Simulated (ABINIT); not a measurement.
Crystal: I.

```xyz
4
Lattice="3.6350 -2.3950 0.0000 3.6350 2.3950 0.0000 0.0000 0.0000 9.7934" Properties=species:S:1:pos:R:3 pbc="T T T"
I     3.6350   -0.7152    3.7646
I     3.6350    1.6799    1.1321
I     3.6350    0.7152    6.0288
I     3.6350   -1.6799    8.6613
```

Base run:

```yaml
Program: ABINIT 10.8.3 (patched build)
Functional: LDA
Potentials_or_basis: PseudoDojo NC SR LDA v0.4.1 standard
Cutoff: 707 eV
k_mesh: 5 × 5 × 2
Occupations: fermi-dirac, width 0.05 eV
Spin: no spin polarisation
```

Its results: band gap on the k mesh 1.22 eV, indirect (least direct gap 1.29 eV); pressure -1.2 GPa; largest force 0.799 eV/Å.

**Question.** The run is repeated on the same cell with these changes: functional from LDA to PBE; potentials or basis from PseudoDojo NC SR LDA v0.4.1 standard to PseudoDojo NC SR PBE v0.4.1 standard. What comes out?

**Answer.** Band gap on the k mesh 1.30 eV, indirect (least direct gap 1.37 eV); pressure 1.5 GPa; largest force 0.916 eV/Å.

Caveats: spin-orbit coupling is left out, which moves the levels of the heavy elements; an odd mesh through Γ misses points on the zone boundary, where band edges often lie.
